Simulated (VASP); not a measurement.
# Ta (Im-3m) in VASP: further runs

The runs below take Ta through elastic constants, with PBE, PBEsol.

Everything below comes from runs of VASP 6.6.1. Logs are shortened: lines on timing, memory, paths and dates and some standing lists are left out, and cuts for length are marked.

### 1 The structure

The structure is cubic, space group Im-3m (No. 229). Conventional cell: a = 3.321 Å, b = 3.321 Å, c = 3.321 Å, α = 90.00°, β = 90.00°, γ = 90.00°. Ta (site symmetry m-3m) has 8 Ta at 2.88 Å as nearest neighbours.

### 2 Elastic constants, PBE

File POSCAR:

```
Ta
1.0
   -1.6607226832      1.6607226832      1.6607226832
    1.6607226832     -1.6607226832      1.6607226832
    1.6607226832      1.6607226832     -1.6607226832
  Ta
     1
Direct
     0.0000000000000000    0.0000000000000000    0.0000000000000000
```

File INCAR.step1:

```
  PREC = Accurate
  ENCUT = 600
  EDIFF = 1E-8
  ISMEAR = 1
  SIGMA = 0.2
  LREAL = False
  LASPH = True
  NELM = 80
  ALGO = Fast
  ISIF = 3
  LWAVE = False
  LCHARG = False
  GGA = PE
  KPAR = 2
  IBRION = 2
  NSW = 40
  EDIFFG = -0.002
```

File INCAR.step2:

```
  PREC = Accurate
  ENCUT = 600
  EDIFF = 1E-8
  ISMEAR = 1
  SIGMA = 0.2
  LREAL = False
  LASPH = True
  NELM = 80
  ALGO = Fast
  ISIF = 3
  LWAVE = False
  LCHARG = False
  GGA = PE
  KPAR = 2
  IBRION = 6
  NFREE = 2
  POTIM = 0.015
  NSW = 1
```

File KPOINTS:

```
regular mesh
0
Gamma
  30 30 30
```

Potentials or basis: VASP PAW PBE potentials, release 64 (Ta_pv).

Command:

```console
cat potpaw_PBE.64/Ta_pv/POTCAR > POTCAR
cp INCAR.step1 INCAR
mpirun -np 2 vasp_std > vasp.out
cp CONTCAR POSCAR
cp INCAR.step2 INCAR
mpirun -np 2 vasp_std > vasp.out
```

OUTCAR:

```text
PREC = Accurate
   ENCUT = 600
   EDIFF = 1E-8
   ISMEAR = 1
   LREAL = False
   LASPH = True
   NELM = 80
   ISIF = 3
   GGA = PE
   IBRION = 6
   NFREE = 2
   POTIM = 0.015
   NSW = 1

 ion  position               nearest neighbor table
   1  0.000  0.000  0.000-

  LATTYP: Found a body centered cubic cell.
 ALAT       =     3.3196980373

  Lattice vectors:

 A1 = (  -1.6598490187,   1.6598490187,   1.6598490187)
 A2 = (   1.6598490187,  -1.6598490187,   1.6598490187)
 A3 = (   1.6598490187,   1.6598490187,  -1.6598490187)

Analysis of symmetry for initial positions (statically):
=====================================================================
 Subroutine PRICEL returns:
 Original cell was already a primitive cell.

 Routine SETGRP: Setting up the symmetry group for a
 body centered cubic supercell.

 Subroutine GETGRP returns: Found 48 space group operations
 (whereof 48 operations were pure point group operations)
 out of a pool of 48 trial point group operations.

The static configuration has the point symmetry O_h .

Analysis of symmetry for dynamics (positions and initial velocities):
=====================================================================
 Subroutine PRICEL returns:
 Original cell was already a primitive cell.

 Routine SETGRP: Setting up the symmetry group for a
 body centered cubic supercell.

 Subroutine GETGRP returns: Found 48 space group operations
 (whereof 48 operations were pure point group operations)
 out of a pool of 48 trial point group operations.

The dynamic configuration has the point symmetry O_h .

 Subroutine INISYM returns: Found 48 space group operations
 (whereof 48 operations are pure point group operations),
 and found     1 'primitive' translations

----------------------------------------------------------------------------------------

                                     Primitive cell

  volume of cell :      18.2922

  direct lattice vectors                    reciprocal lattice vectors
    -1.659849019  1.659849019  1.659849019     0.000000000  0.301232217  0.301232217
     1.659849019 -1.659849019  1.659849019     0.301232217  0.000000000  0.301232217
     1.659849019  1.659849019 -1.659849019     0.301232217  0.301232217  0.000000000

  length of vectors
     2.874942833  2.874942833  2.874942833     0.426006687  0.426006687  0.426006687

  position of ions in fractional coordinates (direct lattice)
     0.000000000  0.000000000  0.000000000

  ion indices of the primitive-cell ions
   primitive index   ion index
                 1           1

----------------------------------------------------------------------------------------

 KPOINTS: regular mesh

Automatic generation of k-mesh.
 Grid dimensions read from file:
 generate k-points for:   30   30   30

 Generating k-lattice:

  Cartesian coordinates                     Fractional coordinates (reciprocal lattice)
     0.000000000  0.010041074  0.010041074     0.033333333  0.000000000  0.000000000
     0.010041074  0.000000000  0.010041074     0.000000000  0.033333333  0.000000000
     0.010041074  0.010041074  0.000000000     0.000000000  0.000000000  0.033333333

  Length of vectors
     0.014200223  0.014200223  0.014200223

[... 98 lines left out ...]
  ---------------------------------------------------
  ext. energy  EPLUGINS =         0.00000000
  ---------------------------------------------------
  free energy    TOTEN  =       -11.81266544 eV

  energy without entropy =      -11.81356187  energy(sigma->0) =      -11.81296425

------------------------ aborting loop because EDIFF is reached ----------------------------------------

  FORCE on cell =-STRESS in cart. coord.  units (eV):
  Direction    XX          YY          ZZ          XY          YZ          ZX
  --------------------------------------------------------------------------------------
  -------------------------------------------------------------------------------------
  Total        0.0008834      0.0008834      0.0008834      0.0000000     -0.0000000     -0.0000000
  in kB        0.0773781      0.0773781      0.0773781      0.0000000     -0.0000000     -0.0000000
  external PRESSURE =       0.0773781 kB  Pullay stress =       0.0000000 kB
[... 86 lines left out ...]
  FREE ENERGIE OF THE ION-ELECTRON SYSTEM (eV)
  ---------------------------------------------------
  free  energy   TOTEN  =       -11.8091155020 eV

  energy  without entropy=      -11.8100772736  energy(sigma->0) =      -11.80943609

[... ionic steps 4 to 12 ...]

--------------------------------------- Ionic step       13  -------------------------------------------

 number of electron      11.0000001 magnetization

------------------------ aborting loop because EDIFF is reached ----------------------------------------
[... 65 lines left out ...]
--------------------------------------- Ionic step       15  -------------------------------------------

 number of electron      11.0000001 magnetization

 Free energy of the ion-electron system (eV)
  ---------------------------------------------------
  ext. energy  EPLUGINS =         0.00000000
  ---------------------------------------------------
  free energy    TOTEN  =       -11.81266560 eV

  energy without entropy =      -11.81356204  energy(sigma->0) =      -11.81296441

 E-fermi :   5.3507     XC(G=0): -12.5395

 val. band max:        5.3505951027   @ k =  -0.3667   0.4000   0.0667
 cond. band min:       5.3524599747   @ k =   0.3333   0.1667   0.0333
 fundamental gap:      0.0018648720
 Fermi energy:         5.3506981491

 k-point     1 :       0.0000    0.0000    0.0000
  band No.  band energies     occupation
      1     -27.7734      2.00000
      2     -27.7734      2.00000
      3     -27.7734      2.00000
      4      -2.4949      2.00000
      5       6.0948     -0.00000
      6       6.0948     -0.00000
      7       6.0948     -0.00000
      8       9.3134     -0.00000
      9       9.3134     -0.00000
[... 265 lines left out ...]
 k-point    24 :       0.2667    0.0333   -0.0000
  band No.  band energies     occupation
      1     -28.4704      2.00000
      2     -27.9955      2.00000
      3     -27.7822      2.00000
      4       0.2278      2.00000
      5       4.6156      2.00000
      6       5.1720      2.02045
      7       8.8020     -0.00000
      8       9.3648      0.00000
      9       9.6395      0.00000

 [... further k-points ...]

------------------------ aborting loop because EDIFF is reached ----------------------------------------

  FORCE on cell =-STRESS in cart. coord.  units (eV):
  Direction    XX          YY          ZZ          XY          YZ          ZX
  --------------------------------------------------------------------------------------
  -------------------------------------------------------------------------------------
  Total        0.0011947      0.0011947      0.0011947      0.0000000      0.0000000      0.0000000
  in kB        0.1046433      0.1046433      0.1046433      0.0000000      0.0000000      0.0000000
  external PRESSURE =       0.1046433 kB  Pullay stress =       0.0000000 kB
[... 16 lines left out ...]
  FREE ENERGIE OF THE ION-ELECTRON SYSTEM (eV)
  ---------------------------------------------------
  free  energy   TOTEN  =       -11.8126656018 eV

  energy  without entropy=      -11.8135620396  energy(sigma->0) =      -11.81296441

 INTERNAL STRAIN TENSORS FROM STRAINED CELLS
 ============================================

 INTERNAL STRAIN TENSOR FOR ION    1 for displacements in x,y,z  (eV/Angst):
          X           Y           Z          XY          YZ          ZX
  --------------------------------------------------------------------------------
  x    -0.00000    -0.00000     0.00000     0.00000    -0.00000     0.00000
  y    -0.00000    -0.00000    -0.00000    -0.00000    -0.00000    -0.00000
  z     0.00000     0.00000     0.00000     0.00000     0.00000     0.00000

 INTERNAL STRAIN TENSORS FROM DISPLACED ATOMS
 ============================================

 INTERNAL STRAIN TENSOR FOR ION    1 for displacements in x,y,z  (eV/Angst):
          X           Y           Z          XY          YZ          ZX
  --------------------------------------------------------------------------------
  x     0.00000     0.00000     0.00000     0.00000     0.00000     0.00000
  y     0.00000     0.00000     0.00000     0.00000     0.00000     0.00000
  z     0.00000     0.00000     0.00000     0.00000     0.00000     0.00000

 Eigenvectors and eigenvalues of the dynamical matrix
 ----------------------------------------------------

   1 f/i=    0.000000 THz     0.000000 2PiTHz    0.000000 cm-1     0.000000 meV
             X         Y         Z           dx          dy          dz
      0.000000  0.000000  0.000000     0.797092   -0.603858    0.000000

   2 f/i=    0.000000 THz     0.000000 2PiTHz    0.000000 cm-1     0.000000 meV
             X         Y         Z           dx          dy          dz
      0.000000  0.000000  0.000000     0.426992    0.563629   -0.707107

   3 f/i=    0.000000 THz     0.000000 2PiTHz    0.000000 cm-1     0.000000 meV
             X         Y         Z           dx          dy          dz
      0.000000  0.000000  0.000000     0.426992    0.563629    0.707107

--------------------------------------------------------------------------------------------------------

 ELASTIC MODULI CONTR FROM IONIC RELAXATION (kBar)
 Direction    XX          YY          ZZ          XY          YZ          ZX
 --------------------------------------------------------------------------------
 XX           0.0000      0.0000      0.0000      0.0000      0.0000      0.0000
 YY           0.0000      0.0000      0.0000      0.0000      0.0000      0.0000
 ZZ           0.0000      0.0000      0.0000      0.0000      0.0000      0.0000
 XY           0.0000      0.0000      0.0000      0.0000      0.0000      0.0000
 YZ           0.0000      0.0000      0.0000      0.0000      0.0000      0.0000
 ZX           0.0000      0.0000      0.0000      0.0000      0.0000      0.0000
 --------------------------------------------------------------------------------

 TOTAL ELASTIC MODULI (kBar)
 Direction    XX          YY          ZZ          XY          YZ          ZX
 --------------------------------------------------------------------------------
 XX        2674.3937   1611.1909   1611.1909     -0.0000     -0.0000     -0.0000
 YY        1611.1909   2674.3937   1611.1909     -0.0000      0.0000      0.0000
 ZZ        1611.1909   1611.1909   2674.3937      0.0000     -0.0000      0.0000
 XY          -0.0000     -0.0000      0.0000    773.8856      0.0000      0.0000
 YZ          -0.0000      0.0000     -0.0000      0.0000    773.8856      0.0000
 ZX          -0.0000      0.0000      0.0000      0.0000      0.0000    773.8856
 --------------------------------------------------------------------------------
```

Run time: 27 min. Hardware: 2 MPI ranks of Intel Xeon 6975P-C (Granite Rapids), shared host; peak memory 2.4 GiB.

Results:

```
Relaxed volume                         : 18.29 Å³/atom
Relaxed cell                           : a = 2.875 Å, b = 2.875 Å, c = 2.875 Å, α = 109.47°, β = 109.47°, γ = 109.47°
Space group after relaxing (to 0.05 Å) : Im-3m (No. 229)
Elastic constants C11, C12, C44        : 267, 161, 77 GPa
Voigt bulk modulus                     : 197 GPa
```

Final structure:
```
Ta
1.0
    -1.65985    1.65985    1.65985
     1.65985   -1.65985    1.65985
     1.65985    1.65985   -1.65985
Ta
1
Direct
  0.00000 0.00000 0.00000
```

Elastic tensor in Voigt notation (GPa, in the Cartesian axes of the cell as first typed):
```
267 161 161   0   0   0
161 267 161   0   0   0
161 161 267   0   0   0
  0   0   0  77   0   0
  0   0   0   0  77   0
  0   0   0   0   0  77
```

Clamped-ion elastic tensor (GPa):
```
267 161 161   0   0   0
161 267 161   0   0   0
161 161 267   0   0   0
  0   0   0  77   0   0
  0   0   0   0  77   0
  0   0   0   0   0  77
```

Spin-orbit coupling is left out, which matters for the levels of Ta.

### 3 Elastic constants, PBEsol

This run uses another cell than the first one, of 17.70 Å³/atom, 0.966 times its volume.

File POSCAR:

```
Ta
1.0
   -1.6416853683      1.6416853683      1.6416853683
    1.6416853683     -1.6416853683      1.6416853683
    1.6416853683      1.6416853683     -1.6416853683
  Ta
     1
Direct
     0.0000000000000000    0.0000000000000000    0.0000000000000000
```

File INCAR.step1:

```
SYSTEM = Ta
ALGO = Normal
EDIFF = 1E-8
EDIFFG = -0.002
ENCUT = 600
GGA = PS
IBRION = 2
ISIF = 3
ISMEAR = 1
KPAR = 2
LASPH = .TRUE.
LCHARG = .FALSE.
LREAL = .FALSE.
LWAVE = .FALSE.
NELM = 80
NSW = 40
PREC = Accurate
SIGMA = 0.2
```

File INCAR.step2:

```
SYSTEM = Ta
ALGO = Normal
EDIFF = 1E-8
ENCUT = 600
GGA = PS
IBRION = 6
ISIF = 3
ISMEAR = 1
KPAR = 2
LASPH = .TRUE.
LCHARG = .FALSE.
LREAL = .FALSE.
LWAVE = .FALSE.
NELM = 80
NFREE = 2
NSW = 1
POTIM = 0.015
PREC = Accurate
SIGMA = 0.2
```

File KPOINTS:

```
k-points
0
G
  30 30 30
  0 0 0
```

Potentials or basis: VASP PAW PBE potentials, release 64 (Ta_pv).

Command:

```console
cat potpaw_PBE.64/Ta_pv/POTCAR > POTCAR
cp INCAR.step1 INCAR
mpirun -np 2 vasp_std > vasp.out
cp CONTCAR POSCAR
cp INCAR.step2 INCAR
mpirun -np 2 vasp_std > vasp.out
```

It took 32 min on 2 MPI ranks of Intel Xeon Platinum 8488C (Sapphire Rapids), shared host; peak memory 2.3 GiB.

Results (log left out):

- Relaxed volume: 17.68 Å³/atom
- Relaxed cell: a = 2.843 Å, b = 2.843 Å, c = 2.843 Å, α = 109.47°, β = 109.47°, γ = 109.47°
- Space group after relaxing (to 0.05 Å): Im-3m (No. 229)
- Elastic constants C11, C12, C44: 291, 169, 80 GPa
- Voigt bulk modulus: 210 GPa

Final structure:
```
CELL_PARAMETERS angstrom
-1.64114 1.64114 1.64114
1.64114 -1.64114 1.64114
1.64114 1.64114 -1.64114
ATOMIC_POSITIONS crystal
Ta 0.00000 0.00000 0.00000
```

Elastic tensor in Voigt notation (GPa, in the Cartesian axes of the cell as first typed):
```
291 169 169   0   0   0
169 291 169   0   0   0
169 169 291   0   0   0
  0   0   0  80   0   0
  0   0   0   0  80   0
  0   0   0   0   0  80
```

Clamped-ion elastic tensor (GPa):
```
291 169 169   0   0   0
169 291 169   0   0   0
169 169 291   0   0   0
  0   0   0  80   0   0
  0   0   0   0  80   0
  0   0   0   0   0  80
```

Caveat: the PAW data sets were made with another functional, which shifts forces and pressure a little. Spin-orbit coupling is left out, which matters for the levels of Ta.
